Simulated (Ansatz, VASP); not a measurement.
This is a calculation of Ge (Germanium) for Ansatz 0.2.0. 

The input input.yaml:

```yaml
crystal:
  lattice:
    - [0.0, 2.82891, 2.82891]
    - [2.82891, 0.0, 2.82891]
    - [2.82891, 2.82891, 0.0]
  atoms:
    - { symbol: Ge, position: [0.75, 0.75, 0.75] }
    - { symbol: Ge, position: [0.5, 0.5, 0.5] }
kpoints:
  mp_grid: { grid: [8, 8, 8] }
scf:
  occupations: { method: gaussian, width: 0.022 }
hamiltonian:
  xc: pbe
  pseudopotentials: { kind: all_electron, lapw: { basis_error: 0.001 } }
output:
  forces: true
  stress: true
  eigenvalues: true
```

Potentials or basis: all-electron LAPW, scalar-relativistic.

Run with:

```console
$ ansatz run input.yaml --threads 1 --pin off --max-ram 3072MiB --backend cpu --events-out ev --progress --plain --runs-dir out
```

Task: What does the same run look like in VASP 6.6.1? Potentials or basis there: PBE PAW files Ge_d, 520 eV.

Result: As run (cutoffs and basis follow the program's own potentials, and thresholds, step limits or extra output files can differ):

Contents of INCAR:

```
PREC = Accurate
ENCUT = 520
EDIFF = 1E-7
ISMEAR = 0
SIGMA = 0.022
LREAL = False
LASPH = True
NELM = 60
ALGO = Fast
ISIF = 2
LWAVE = False
LCHARG = False
GGA = PE
NBANDS = 21
```

File KPOINTS:

```
Automatic mesh
0
Gamma
  8 8 8
```

The input POSCAR:

```
Ge
1.0
    0.0000000000      2.8289100000      2.8289100000
    2.8289100000      0.0000000000      2.8289100000
    2.8289100000      2.8289100000      0.0000000000
Ge
2
Direct
    0.7500000000      0.7500000000      0.7500000000
    0.5000000000      0.5000000000      0.5000000000
```

Potentials or basis: VASP PAW PBE potentials, release 64 (Ge_d).

The run is started by

```console
$ cat potpaw_PBE.64/Ge_d/POTCAR > POTCAR
$ mpirun -np 1 vasp_std > vasp.out
```

Both were run:

|  | Ansatz | VASP |
| --- | --- | --- |
| Pressure | 3.6 GPa | 3.5 GPa |

Where Ansatz's input types no cutoff or centring, it takes its own default and a Γ-centred mesh.

Pressure is positive in compression.
